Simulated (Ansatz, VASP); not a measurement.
**Rb in VASP and in Ansatz**

```
Rb
1.0
    -2.90445    2.90445    2.69758
     2.90445   -2.90445    2.69758
     2.90445    2.90445   -2.69758
Rb
1
Direct
  0.00000 0.00000 0.00000
```

Alike in both runs: functional PBE; k mesh 10 × 10 × 10; occupations gaussian, width 0.1 eV; no spin polarisation.

Ansatz relaxed the structure, and its values are those at the end. VASP's run is a single point on that final structure, the one shown.

|  | VASP | Ansatz |
| --- | --- | --- |
| version | VASP 6.6.1 | Ansatz 0.2.0 |
| potentials or method | VASP PAW PBE potentials, release 64 (Rb_sv) | scalar-relativistic, plane waves, PAW |
| plane-wave cutoff (eV) | 520 | 420 |
| valence electrons in the cell | 9 | 9 |

|  | VASP | Ansatz | Ansatz less VASP |
| --- | --- | --- | --- |
| gap on the k mesh at the Fermi level (eV) | none | none | - |
| pressure (GPa) | 0.0 | 0.0 | 0.00 |

A gap of «none» marks a metal or a gap that the smearing closes. The functional is the same, so the differences come from potentials, cutoffs and numerics.
